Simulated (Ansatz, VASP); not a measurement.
# KF in VASP and in Ansatz

File INCAR:

```
SYSTEM = KF
ALGO     = Normal         ! electronic algorithm
EDIFF    = 1E-7           ! SCF threshold, eV
ENCUT    = 520            ! plane-wave cutoff, eV
GGA      = CA             ! functional
ISIF     = 2              ! what is computed and relaxed
ISMEAR   = 0              ! smearing method
LASPH    = .True.         ! aspherical terms in the spheres
LCHARG   = .True.         ! write CHGCAR
LELF     = .True.         ! ELF
LREAL    = .False.        ! projectors in reciprocal space
LVHAR    = .True.       
LWAVE    = .False.        ! write WAVECAR
NBANDS   = 15             ! bands
NELM     = 100            ! most SCF steps
PREC     = Accurate       ! precision mode
SIGMA    = 0.05           ! smearing width, eV
```

Contents of KPOINTS:

```
k-points
0
Gamma
  8 8 8
  0 0 0
```

POSCAR

```
KF
1.0
    3.3078393250      0.0000000000      0.0000000000
    0.0000000000      3.3078393250      0.0000000000
    0.0000000000      0.0000000000      3.2100706750
K F
1 1
Direct
    0.0000000000      0.0000000000      0.0000000000
    0.5000000000      0.5000000000      0.5000000000
```

Input for Ansatz:

```yaml
crystal:
  lattice:
    - [3.307839325, 0.0, 0.0]
    - [0.0, 3.307839325, 0.0]
    - [0.0, 0.0, 3.210070675]
  atoms:
    - { symbol: K, position: [0.0, 0.0, 0.0] }
    - { symbol: F, position: [0.5, 0.5, 0.5] }
basis:
  ecutwfc: 420
kpoints:
  mp_grid: { grid: [8, 8, 8] }
hamiltonian:
  xc: lda
scf:
  occupations: { method: gaussian, width: 0.05 }
output:
  forces: true
  stress: true
  eigenvalues: true
```

Change from the starting cell: strain +0.015 along x and y, -0.015 along z, atoms carried along.

Alike in both runs: task single point; functional LDA; k mesh 8 × 8 × 8; occupations gaussian, width 0.05 eV; no spin polarisation.

|  | VASP | Ansatz |
| --- | --- | --- |
| version | VASP 6.6.1 | Ansatz 0.2.0 |
| potentials or method | VASP PAW LDA potentials, release 64 (K_sv, F) | scalar-relativistic, plane waves, PAW |
| plane-wave cutoff (eV) | 520 | 420 |
| valence electrons in the cell | 16 | 16 |

```csv
,VASP,Ansatz,Ansatz less VASP
gap on the k mesh at the Fermi level (eV),5.74,5.75,+0.015
least direct gap on the mesh (eV),5.79,5.80,+0.014
pressure (GPa),-6.0,-6.0,-0.06
largest component of the traceless stress (GPa),1.62,1.62,-0.005
```

A k mesh can miss the band edges.
